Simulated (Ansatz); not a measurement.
# Mg5ZnO6: rattling a relaxed structure

The cell was found from a structure generator's guess, not taken from experiment.

Theory: Ansatz, DFT PBE, scalar-relativistic, plane waves, PAW. Settings: cutoff 420 eV, Γ-centred mesh 8×8×2 on the computed 12-atom cell, Gaussian smearing of 0.02 eV; no spin polarisation.

The cell below (12 atoms, space group P4/mmm (No. 123)) is relaxed within its symmetry.

```yaml
crystal:
  lattice:
    - [3.01862, 0.00000, 0.00000]
    - [0.00000, 3.01862, 0.00000]
    - [0.00000, 0.00000, 12.79928]
  atoms:
    - { symbol: Mg, position: [0.00000, 0.00000, 0.66558] }
    - { symbol: Mg, position: [0.50000, 0.50000, 0.50000] }
    - { symbol: Mg, position: [0.00000, 0.00000, 0.33442] }
    - { symbol: Mg, position: [0.50000, 0.50000, 0.16681] }
    - { symbol: Mg, position: [0.50000, 0.50000, 0.83319] }
    - { symbol: Zn, position: [0.00000, 0.00000, 0.00000] }
    - { symbol: O, position: [0.00000, 0.00000, 0.50000] }
    - { symbol: O, position: [0.50000, 0.50000, 0.33402] }
    - { symbol: O, position: [0.00000, 0.00000, 0.16910] }
    - { symbol: O, position: [0.50000, 0.50000, 0.00000] }
    - { symbol: O, position: [0.00000, 0.00000, 0.83090] }
    - { symbol: O, position: [0.50000, 0.50000, 0.66598] }
```

For the test it was strained at random (σ = 1.5 % a component), the atoms were moved at random (σ = 0.05 Å), and all was relaxed again on a coarse 4×4×1 mesh (in the run’s order of axes) with 0.10 eV smearing, with no symmetry imposed.

Q: Is the structure stable against such a distortion?

A: It returns, within 1 meV/atom of the unmoved cell on that mesh and with the same symmetry when read at 0.1 Å. So it is stable against the distortions that fit this cell and that this random move excites. Modes that don't fit the cell aren't tested.
